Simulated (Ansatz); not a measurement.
# 5-layer honeycomb BAs (AA') in a perpendicular field

Aim: how the 5-layer honeycomb BAs (AA') screens a field along its normal, and what the field does to its bands. A positive field points along +c.

Main program and level: Ansatz 0.2.0; plane-wave DFT, PBE-D3(BJ), Ansatz PAW.

## (1) The structure

The cell holds 10 atoms: 5 As and 5 B. Its edges and angles: a = 3.390 Å, b = 3.390 Å, c = 55.000 Å, α = 90.0°, β = 90.0°, γ = 120.0°. Regions: layer 1: honeycomb BAs, 2 atoms (1 As and 1 B); layer 2: honeycomb BAs, 2 atoms (1 As and 1 B); layer 3: honeycomb BAs, 2 atoms (1 As and 1 B); layer 4: honeycomb BAs, 2 atoms (1 As and 1 B); layer 5: honeycomb BAs, 2 atoms (1 As and 1 B). Vacuum lies along c.

## (2) Relaxing the slab

The starting cell is a guess, so the in-plane lattice and the atoms are relaxed first, with the slab cut off from its images along the normal.

The input, input.yaml:

```yaml
crystal:
  lattice:
    - [3.39, 0.0, 0.0]
    - [-1.695, 2.9358261188, 0.0]
    - [0.0, 0.0, 55.0]
  atoms:
    - { symbol: As, position: [0.6666666667, 0.3333333333, 0.3909090909] }
    - { symbol: B, position: [0.3333333333, 0.6666666667, 0.3909090909] }
    - { symbol: As, position: [0.3333333333, 0.6666666667, 0.4454545455] }
    - { symbol: B, position: [0.6666666667, 0.3333333333, 0.4454545455] }
    - { symbol: As, position: [0.6666666667, 0.3333333333, 0.5] }
    - { symbol: B, position: [0.3333333333, 0.6666666667, 0.5] }
    - { symbol: As, position: [0.3333333333, 0.6666666667, 0.5545454545] }
    - { symbol: B, position: [0.6666666667, 0.3333333333, 0.5545454545] }
    - { symbol: As, position: [0.6666666667, 0.3333333333, 0.6090909091] }
    - { symbol: B, position: [0.3333333333, 0.6666666667, 0.6090909091] }
  periodic: [true, true, false]
kpoints:
  mp_grid: { grid: [12, 12, 1] }
hamiltonian:
  xc: pbe
  dispersion: d3bj
scf:
  occupations: { method: fermi_dirac, width: 0.05 }
  convergence: { dr2_threshold: 1.0e-09 }
relax:
  f_tol: 0.004
  max_steps: 90
  cell: {}
output:
  write_potential: true
  write_density: true
  volumetric_format: npy
```

On the command line:

```console
> ansatz run input.yaml --threads 4 --pin off --max-ram 8192MiB --backend cpu --events-out ev --progress --plain --runs-dir out
```

Numbers of over 12 decimals in the logs are rounded to 6 here.

What it wrote:

```text
Warning: relax.cell: scf.convergence.dr2_threshold = 1e-9 eV is looser than the 2.06611570228e-10 eV advised for a relaxation that steers and ends on the stress (1e-10 eV for each atom of the cell: 10, times the square of relax.cell.stress_2d_tol = 0.05 N/m over 22.0 Å (the atoms' height at the walk's start and 5 Å past either face), 2.273e-2 GPa, over a crystal's default 0.05). What an SCF threshold leaves in a stress goes as its square root, and in the free energy as the threshold itself, and one threshold admits the most on a small cell: [figures from the program's tests cut] Set scf.convergence.dr2_threshold to 2.06611570228e-10 eV or tighter. [rest of the remark cut]
Engine: ansatz 0.2.0, aarch64-unknown-linux-gnu
Pseudopotentials: kind: paw
Pseudopotential: As, paw, valence charge 15, recommended cutoff 420 eV (normal), As.paw.azcp
Pseudopotential: B, paw, valence charge 3, recommended cutoff 420 eV (normal), B.paw.azcp
Functional definition: PBE
  parameter kappa = 0.804
  parameter beta = 0.066725
  exchange = pbe_x(kappa = kappa, mu = beta*pi^2/3)
  correlation = pbe_c(beta = beta)
Crystal: 10 atoms, lattice volume = 547.385 Å³
Basis set: ecut = 420 eV, 10743 PW (Γ), exchange–correlation on 48×48×750 points (8 copies of the dense FFT grid, shifted against one another)
Bands: 55, of which v1, the nominal top of the filled ones, is band 45 counted from 1 (44 counted from 0)
Symmetry: 12 space group operations
Space group: P-6m2 (ITA 187), of the structure as read, at distance tolerance 8.2e-5 Å
k-points: 19 of 144 (time reversal used)
Non-local potential: As, projectors of the file, l = 0: 2, l = 1: 2, l = 2: 3, l = 3: 1
Non-local potential: B, projectors of the file, l = 0: 2, l = 1: 2, l = 2: 1
PAW form: soft (Blöchl's): semilocal exchange-correlation on the pseudo side does not see the compensation charge
PAW one-centre angular grid: As, 590 points (default); XC on 64 Gauss nodes
PAW one-centre angular grid: B, 110 points (default); XC on 64 Gauss nodes
Initial density: superposition of atomic densities (neutral atoms: chi_scale 0, normalization atom), corrected by the library's trained network
Initial wavefunctions: pseudopotential atomic-orbital guess
Functional: x = pbe(κ = 0.804, μ = 0.219515), c = pbe(β = 0.066725)
SCF iter   1: F=—  HF=-25057.922487 eV  |F-HF|=—  |Δ(HF+E_count)|=         —  Δρ=1.65e-3  dr2=6.92e-2  ethr=1.77e-3  ⟨swp⟩=14.0  Hψ=5891  notcnv=0  defer=4
preconditioner: auto → LDOS  [metal: Δε(μ)=0.079 eV  Ē_g=9.659 eV  σ=0.050 eV  W_gap=0.37  n_scr=34 (ndim 8)  ℏωp=10.0 eV  f_vac=0.708  D(μ)=2.90/eV (n_scr^D=16)  β→1.0]
SCF iter   2: F=—  HF=-25057.913525 eV  |F-HF|=—  |Δ(HF+E_count)|=   8.96e-3  Δρ=6.61e-4  dr2=3.27e-3  ethr=7.69e-5  ⟨swp⟩=3.5  Hψ=2354  notcnv=0  defer=58
SCF iter   3: F=—  HF=-25057.913293 eV  |F-HF|=—  |Δ(HF+E_count)|=   2.33e-4  Δρ=3.16e-4  dr2=2.04e-3  ethr=3.63e-6  ⟨swp⟩=3.1  Hψ=2302  notcnv=0  defer=58
SCF iter   4: F=—  HF=-25057.912966 eV  |F-HF|=—  |Δ(HF+E_count)|=   3.26e-4  Δρ=1.13e-4  dr2=4.18e-4  ethr=2.26e-6  ⟨swp⟩=3.3  Hψ=2117  notcnv=0  defer=58
SCF iter   5: F=—  HF=-25057.912935 eV  |F-HF|=—  |Δ(HF+E_count)|=   3.16e-5  Δρ=3.34e-5  dr2=1.89e-5  ethr=4.65e-7  ⟨swp⟩=2.4  Hψ=1309  notcnv=0  defer=58
SCF iter   6: F=—  HF=-25057.912921 eV  |F-HF|=—  |Δ(HF+E_count)|=   1.40e-5  Δρ=1.02e-5  dr2=3.27e-6  ethr=2.10e-8  ⟨swp⟩=3.7  Hψ=2324  notcnv=0  defer=58
SCF iter   7: F=—  HF=-25057.912821 eV  |F-HF|=—  |Δ(HF+E_count)|=   9.93e-5  Δρ=3.78e-6  dr2=2.23e-7  ethr=3.63e-9  ⟨swp⟩=2.7  Hψ=1360  notcnv=0  defer=58
SCF iter   8: F=—  HF=-25057.912821 eV  |F-HF|=—  |Δ(HF+E_count)|=   5.61e-8  Δρ=1.52e-6  dr2=2.87e-8  ethr=2.48e-10  ⟨swp⟩=3.6  Hψ=2176  notcnv=0  defer=58
SCF iter   9: F=—  HF=-25057.912821 eV  |F-HF|=—  |Δ(HF+E_count)|=   1.98e-8  Δρ=4.91e-7  dr2=4.64e-9  ethr=3.18e-11  ⟨swp⟩=3.4  Hψ=2103  notcnv=0  defer=58
SCF iter  10: F=-25057.912822 eV  HF=-25057.912822 eV  |F-HF|=1.46e-9  |Δ(HF+E_count)|=   9.91e-9  Δρ=1.30e-7  dr2=1.71e-10  ethr=1.11e-12  ⟨swp⟩=11.6  Hψ=7452  notcnv=0
SCF 1 converged in 10 iterations: F = -25057.912822 eV  dr2 = 1.71e-10
  greatest PAW one-centre occupation: 0.999 electrons in one spin orbital (limit 2), on the As atom at site 4 (counted from 0), in its partial waves of l = 2
relax step   1: F+E_penalty+E_count = -25057.91282151 eV  Δ(F+E_penalty+E_count) = +0.000e0 eV  max|allowed force component| = 4.875e-1 eV/Å  Δτ_max = 0.0000 Å  P = -2.124 N/m  Ω = 547.385 Å³  fix = [c, alpha, beta]  reactions: c -0.000 N/m  (10 SCF iters, accepted)
Crystal: 10 atoms, lattice volume = 545.701 Å³
Basis set: ecut = 420 eV, 10707 PW (Γ), exchange–correlation on 48×48×750 points (8 copies of the dense FFT grid, shifted against one another)
Initial density: handed on by an earlier stage of this run
Initial wavefunctions: those handed on with the density
iter 1 solved again at ethr=2.87e-4 eV; its pass at ethr=3.10e-3 eV (dr2=2.58e-1 eV) is discarded
SCF iter   1: F=—  HF=-25058.130953 eV  |F-HF|=—  |Δ(HF+E_count)|=         —  Δρ=6.34e-3  dr2=2.59e-1  ethr=2.87e-4  ⟨swp⟩=3.1  Hψ=6191  notcnv=0
preconditioner: auto → LDOS  [metal: Δε(μ)=0.075 eV  Ē_g=9.684 eV  σ=0.050 eV  W_gap=0.35  n_scr=34 (ndim 8)  ℏωp=10.1 eV  f_vac=0.699  D(μ)=2.50/eV (n_scr^D=14)  β→1.0]
SCF iter   2: F=—  HF=-25058.116050 eV  |F-HF|=—  |Δ(HF+E_count)|=   1.49e-2  Δρ=3.00e-3  dr2=1.56e-1  ethr=2.87e-4  ⟨swp⟩=5.9  Hψ=2457  notcnv=0  defer=2
SCF iter   3: F=—  HF=-25058.083260 eV  |F-HF|=—  |Δ(HF+E_count)|=   3.28e-2  Δρ=4.48e-4  dr2=1.66e-3  ethr=1.74e-4  ⟨swp⟩=3.9  Hψ=1937  notcnv=0  defer=2
SCF iter   4: F=—  HF=-25058.083633 eV  |F-HF|=—  |Δ(HF+E_count)|=   3.73e-4  Δρ=1.05e-4  dr2=6.54e-5  ethr=1.84e-6  ⟨swp⟩=3.1  Hψ=1877  notcnv=0  defer=5
SCF iter   5: F=—  HF=-25058.083686 eV  |F-HF|=—  |Δ(HF+E_count)|=   5.24e-5  Δρ=2.11e-5  dr2=7.71e-6  ethr=7.27e-8  ⟨swp⟩=3.1  Hψ=1881  notcnv=0  defer=5
SCF iter   6: F=—  HF=-25058.083586 eV  |F-HF|=—  |Δ(HF+E_count)|=   9.99e-5  Δρ=8.67e-6  dr2=6.78e-7  ethr=8.56e-9  ⟨swp⟩=2.8  Hψ=1772  notcnv=0  defer=5
SCF iter   7: F=—  HF=-25058.083586 eV  |F-HF|=—  |Δ(HF+E_count)|=   1.22e-7  Δρ=3.22e-6  dr2=2.03e-7  ethr=7.53e-10  ⟨swp⟩=3.0  Hψ=1978  notcnv=0  defer=5
SCF iter   8: F=—  HF=-25058.083586 eV  |F-HF|=—  |Δ(HF+E_count)|=   5.48e-8  Δρ=1.00e-6  dr2=1.48e-8  ethr=2.26e-10  ⟨swp⟩=2.5  Hψ=1708  notcnv=0  defer=5
SCF iter   9: F=—  HF=-25058.083586 eV  |F-HF|=—  |Δ(HF+E_count)|=   2.90e-8  Δρ=3.79e-7  dr2=2.35e-9  ethr=1.65e-11  ⟨swp⟩=3.1  Hψ=1700  notcnv=0  defer=5
[...]
relax step  10: F+E_penalty+E_count = -25058.60335038 eV  Δ(F+E_penalty+E_count) = -2.615e-2 eV  max|allowed force component| = 3.003e-2 eV/Å  Δτ_max = 0.1956 Å  P = -0.030 N/m  Ω = 540.787 Å³  energy of the carried Pulay correction = +1.057e-3 eV  fix = [c, alpha, beta]  reactions: c -0.000 N/m  (10 SCF iters, accepted)
relax step  11: F+E_penalty+E_count = -25058.61473969 eV  Δ(F+E_penalty+E_count) = -1.139e-2 eV  max|allowed force component| = 1.950e-2 eV/Å  Δτ_max = 0.1922 Å  P = +0.524 N/m  Ω = 540.099 Å³  energy of the carried Pulay correction = +1.168e-3 eV  fix = [c, alpha, beta]  reactions: c +0.000 N/m  (10 SCF iters, accepted)
relax step  12: F+E_penalty+E_count = -25058.61675835 eV  Δ(F+E_penalty+E_count) = -2.019e-3 eV  max|allowed force component| = 2.342e-2 eV/Å  Δτ_max = 0.0928 Å  P = +0.257 N/m  Ω = 540.461 Å³  energy of the carried Pulay correction = +1.109e-3 eV  fix = [c, alpha, beta]  reactions: c +0.000 N/m  (9 SCF iters, accepted)
relax step  13: F+E_penalty+E_count = -25058.61733807 eV  Δ(F+E_penalty+E_count) = -5.797e-4 eV  max|allowed force component| = 1.307e-2 eV/Å  Δτ_max = 0.0377 Å  P = +0.200 N/m  Ω = 540.551 Å³  energy of the carried Pulay correction = +1.095e-3 eV  fix = [c, alpha, beta]  reactions: c +0.000 N/m  (9 SCF iters, accepted)
relax step  14: F+E_penalty+E_count = -25058.61748076 eV  Δ(F+E_penalty+E_count) = -1.427e-4 eV  max|allowed force component| = 2.441e-3 eV/Å  Δτ_max = 0.0141 Å  P = +0.018 N/m  Ω = 540.794 Å³  energy of the carried Pulay correction = +1.056e-3 eV  fix = [c, alpha, beta]  reactions: c +0.000 N/m  (8 SCF iters, accepted)
relax step  15: F+E_penalty+E_count = -25058.61748779 eV  Δ(F+E_penalty+E_count) = -7.029e-6 eV  max|allowed force component| = 2.976e-4 eV/Å  Δτ_max = 0.0060 Å  P = +0.006 N/m  Ω = 540.808 Å³  energy of the carried Pulay correction = +1.053e-3 eV  fix = [c, alpha, beta]  reactions: c +0.000 N/m  (7 SCF iters, accepted)
Initial wavefunctions: pseudopotential atomic-orbital guess (no wavefunctions were taken with the density)
iter 1 solved again at ethr=2.73e-7 eV; its pass at ethr=3.10e-3 eV (dr2=2.46e-4 eV) is discarded
SCF iter   1: F=—  HF=-25058.616613 eV  |F-HF|=—  |Δ(HF+E_count)|=         —  Δρ=1.11e-5  dr2=7.74e-8  ethr=2.73e-7  ⟨swp⟩=6.0  Hψ=9854  notcnv=0
eigensolver tolerance schedule: the retry pair's looser diagonalisation over-reported the residual by 3178.93 of it (diagonalisation noise at 0.39 of the residual, at the tolerance the schedule requests for it); recorded, not acted on — ethr = c·dr2/N_el stays at c = 1.0e-1
SCF iter   2: F=—  HF=-25058.616497 eV  |F-HF|=—  |Δ(HF+E_count)|=   1.16e-4  Δρ=5.86e-6  dr2=2.40e-8  ethr=8.60e-11  ⟨swp⟩=4.8  Hψ=3170  notcnv=0
SCF iter   3: F=—  HF=-25058.616498 eV  |F-HF|=—  |Δ(HF+E_count)|=   1.50e-7  Δρ=1.10e-6  dr2=1.45e-9  ethr=2.67e-11  ⟨swp⟩=3.2  Hψ=1875  notcnv=0
SCF iter   4: F=-25058.616498 eV  HF=-25058.616498 eV  |F-HF|=5.06e-10  |Δ(HF+E_count)|=   5.03e-9  Δρ=1.99e-7  dr2=1.01e-10  ethr=1.11e-12  ⟨swp⟩=18.3  Hψ=8267  notcnv=0
SCF 16 converged in 4 iterations: F = -25058.616498 eV  dr2 = 1.01e-10
relax step  16: F+E_penalty+E_count = -25058.61649763 eV  Δ(F+E_penalty+E_count) = +9.902e-4 eV  max|allowed force component| = 2.943e-4 eV/Å  Δτ_max = 0.0000 Å  P = -0.010 N/m  Ω = 540.808 Å³  fix = [c, alpha, beta]  reactions: c -0.000 N/m  stress off target by 9.77e-3 N/m on what of the cell is left free  SCF on the basis re-selected at this cell (its energy is not comparable with the rows above)  (4 SCF iters)
basis re-selected at this cell: Δ(F+E_penalty+E_count) = +9.902e-4 eV, ΔP = -0.015 N/m vs the last step (what re-selecting the basis moved, of the pressure what is left beyond the Pulay correction that the steps carried, after the strain that the cell walked since its last selection, with what the two solves' SCF thresholds leave and, on support functions, any second-order correction that the steps lacked; it is no m [...]
WARN: The output density's exchange-correlation potential varies sharply where the density is thin. Do not read a vacuum level from v_tot or v_xc, or from such a field of the output density. On a cell that repeats whose density bears no net charge and no dipole along the vacuum's axis use v_es (v_loc + v_h of the components); under efield.dipole_correction with no amplitude use v_es + v_field, which holds any externa [...]
SCF converged after 4 iterations
Free energy (F): -25058.616498 eV
Harris-Foulkes:  -25058.616498 eV  (|F-HF|=5.06e-10)
Internal energy: -25058.616247 eV  (E = F + TS)
E sigma→0 (E₀):  -25058.616372 eV
Entropy (-TS):   -0.000251 eV (-0.025 meV/atom)
Fermi energy:    -4.569725 eV
--- Per-component energies (eV) ---
  E_band       = -2461.356719
  E_kinetic    = 749.716877
  E_local      = -554135.552462  (includes V_loc(G=0)·N_el)
  E_nonlocal   = -3287.664788
  E_hartree    = 276827.143090
  E_xc         = -550.001438
  E_vxc        = -578.229374  (∫ρ·V_xc dr)
  E_paw        = -9575.760109  (= ΣΔE_a)
  E_vpaw       = 1136.084301  (= ΣTr[D̂ρ^β])
  E_aug_tail   = 0.000021  (compensation charges beyond the density's cutoff)
  E_ewald      = 264915.574078
  E_disp       = -2.071517  (pairwise vdW)
  E_smearing   = -0.000251  (= −TS)
  E_closure    = 0.000000  (closes the sum)
  Σ components = -25058.616498   (vs F -25058.616498, Δ=0.00e0)
--- Forces (eV/Å), atoms counted from 1 ---
  atom   1  As    -0.00000000     0.00000000    -0.00029426
  atom   2  B     -0.00000000    -0.00000000    -0.00005684
  atom   3  As     0.00000000    -0.00000000     0.00024840
  atom   4  B     -0.00000000     0.00000000     0.00017579
  atom   5  As     0.00000000     0.00000000     0.00000000
  atom   6  B      0.00000000    -0.00000000     0.00000000
  atom   7  As     0.00000000    -0.00000000    -0.00024840
  atom   8  B      0.00000000     0.00000000    -0.00017579
  atom   9  As    -0.00000000     0.00000000     0.00029426
  atom  10  B     -0.00000000    -0.00000000     0.00005684
  max |Σ_I F_I| component: 4.44e-16 eV/Å
--- 2D stress c σ (N/m, compression-positive) ---
       -0.009766      -0.000000       0.000000
        0.000000      -0.009766       0.000000
        0.000000       0.000000      -0.000000
  P = ½ c Tr σ = -0.0098 N/m
--- Band table (eV; the first three rows and the last of 19) ---
  k-point 0: bands = [... 41 lower, -6.4360, -6.4360, -6.4218, -6.4218, -1.2809, -1.2203, -1.1527, -1.0815, ... 6 higher]
  k-point 1: bands = [... 41 lower, -6.6926, -6.6671, -6.6478, -6.6328, -1.1656, -1.0432, -0.9984, -0.9585, ... 6 higher]
  k-point 2: bands = [... 41 lower, -7.1876, -7.1602, -7.1391, -7.1224, -1.3441, -1.2871, -1.2183, -1.1556, ... 6 higher]
  k-point 18: bands = [... 41 lower, -5.3435, -5.1165, -5.1054, -4.9504, -4.2401, -4.0727, -4.0288, -3.7470, ... 6 higher]
  the weakly bound empty levels are not read free of the cell's end (no_gap_told)
--- Relaxed structure (15 steps of the walk, 15 accepted, 1 SCFs on fresh bases) ---
  F+E_penalty+E_count = -25058.61649763 eV   max|allowed force component| = 2.943e-4 eV/Å   (the final SCF, on the basis selected at the relaxed cell)
  cell:  # Å, volume = 540.8083 Å³
    - [3.369574, -1.1338588135306822e-18, 0]
    - [-1.684787, 2.918137, 0]
    - [0, 0, 55.0]
  atoms:
    - { symbol: As, position: [0.666667, 0.333333, 0.356245] }
    - { symbol: B, position: [0.333333, 0.666667, 0.356115] }
    - { symbol: As, position: [0.333333, 0.666667, 0.428541] }
    - { symbol: B, position: [0.666667, 0.333333, 0.428525] }
    - { symbol: As, position: [0.666667, 0.333333, 0.500000] }
    - { symbol: B, position: [0.333333, 0.666667, 0.500000] }
    - { symbol: As, position: [0.333333, 0.666667, 0.571459] }
    - { symbol: B, position: [0.666667, 0.333333, 0.571475] }
    - { symbol: As, position: [0.666667, 0.333333, 0.643755] }
    - { symbol: B, position: [0.333333, 0.666667, 0.643885] }
```

Run time: 4.6 min. Hardware: 4 threads of Arm Neoverse V2, shared host; peak memory 1.1 GiB.

Step by step:

```csv
step,energy less that of the first step (eV),largest force component (eV/Å),volume (Å³)
1,0.0000,0.4875,547.38
2,-0.1708,0.2151,545.70
3,-0.2813,0.2690,545.05
4,-0.4003,0.2578,544.81
5,-0.4961,0.1735,544.55
6,-0.5578,0.0969,543.53
7,-0.5901,0.1146,541.93
8,-0.6247,0.1246,538.74
9,-0.6644,0.0768,541.89
10,-0.6905,0.0300,540.79
11,-0.7019,0.0195,540.10
12,-0.7039,0.0234,540.46
13,-0.7045,0.0131,540.55
14,-0.7047,0.0024,540.79
15,-0.7047,0.0003,540.81
16*,-0.7037,0.0003,540.81
```

Relaxation steps marked * repeat the geometry before them on a plane-wave basis chosen anew for their cell, so energy and pressure can jump there.

Forces are held to the 12 operations that the run works with; a distortion that breaks them can't arise in this run.

```csv
cell as run,before,after,change
a (Å),3.390,3.370,-0.6 %
b (Å),3.390,3.370,-0.6 %
```

The atoms that moved most (Å, along periodic axes as changes of fractional coordinates times the final cell, across vacuum about the mean position):

```csv
atom,dx,dy,dz,length
B2,0.000,0.000,-1.914,1.914
B10,0.000,0.000,1.914,1.914
As9,0.000,0.000,1.907,1.907
As1,0.000,0.000,-1.907,1.907
B8,0.000,0.000,0.931,0.931
B4,0.000,0.000,-0.931,0.931
As7,0.000,0.000,0.930,0.930
As3,0.000,0.000,-0.930,0.930
```

The relaxed structure:

```cif
data_structure
_symmetry_space_group_name_H-M 'P 1'
_symmetry_Int_Tables_number 1
_cell_length_a 3.3696
_cell_length_b 3.3696
_cell_length_c 55.0000
_cell_angle_alpha 90.000
_cell_angle_beta 90.000
_cell_angle_gamma 120.000
_cell_volume 540.81
loop_
_atom_site_label
_atom_site_type_symbol
_atom_site_fract_x
_atom_site_fract_y
_atom_site_fract_z
_atom_site_occupancy
As1 As 0.66667 0.33333 0.35625 1
B2 B 0.33333 0.66667 0.35611 1
As3 As 0.33333 0.66667 0.42854 1
B4 B 0.66667 0.33333 0.42852 1
As5 As 0.66667 0.33333 0.50000 1
B6 B 0.33333 0.66667 0.50000 1
As7 As 0.33333 0.66667 0.57146 1
B8 B 0.66667 0.33333 0.57148 1
As9 As 0.66667 0.33333 0.64375 1
B10 B 0.33333 0.66667 0.64389 1
```

Numbers from this step:

| Item | Value |
| --- | --- |
| energy at zero smearing | -25058.6164 eV |

The lattice constant a goes from 3.390 to 3.370 Å.

(Part 1 of 2 ends here.)

[Logs are printed without paths, hosts, clocks, repeated set-up lines and the standing remarks that a program may print on its own settings, such as how far it seeks lower states.]

[Hosts, paths, dates, database ids (printed as entryN), source tags and the programs' standing remarks are cut or masked in the printed files.]

[Maps of the electrostatic potential energy from Ansatz leave out the sawtooth potential of an applied field or a dipole correction, so their vacuum need not be flat; planar profiles and work functions include it.]
